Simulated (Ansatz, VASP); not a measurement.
**One calculation of Pb, two programs**

```
Pb
1.0
     0.00000    2.46711    2.46711
     2.46711    0.00000    2.46711
     2.46711    2.46711    0.00000
Pb
1
Direct
  0.00000 0.00000 0.00000
```

Alike in both runs: functional PBEsol; k mesh 14 × 14 × 14; occupations gaussian, width 0.1 eV; no spin polarisation.

Ansatz relaxed the structure, and its values are those at the end. VASP's run is a single point on that final structure, the one shown.

|  | VASP | Ansatz |
| --- | --- | --- |
| version | VASP 6.6.1 | Ansatz 0.2.0 |
| potentials or method | VASP PAW PBE potentials, release 64 (Pb_d) | scalar-relativistic, plane waves, PAW |
| plane-wave cutoff (eV) | 520 | 420 |
| valence electrons in the cell | 14 | 14 |

```tsv
	VASP	Ansatz	Ansatz less VASP
gap on the k mesh at the Fermi level (eV)	none	none	-
pressure (GPa)	0.0	0.0	+0.02
```

A gap of «none» marks a metal or a gap that the smearing closes. The functional is the same, so the differences come from potentials, cutoffs and numerics.

Caveats: the PAW data sets were made with another functional, which shifts forces and pressure a little (VASP). The runs have no spin-orbit coupling, so splittings on Pb are missing.
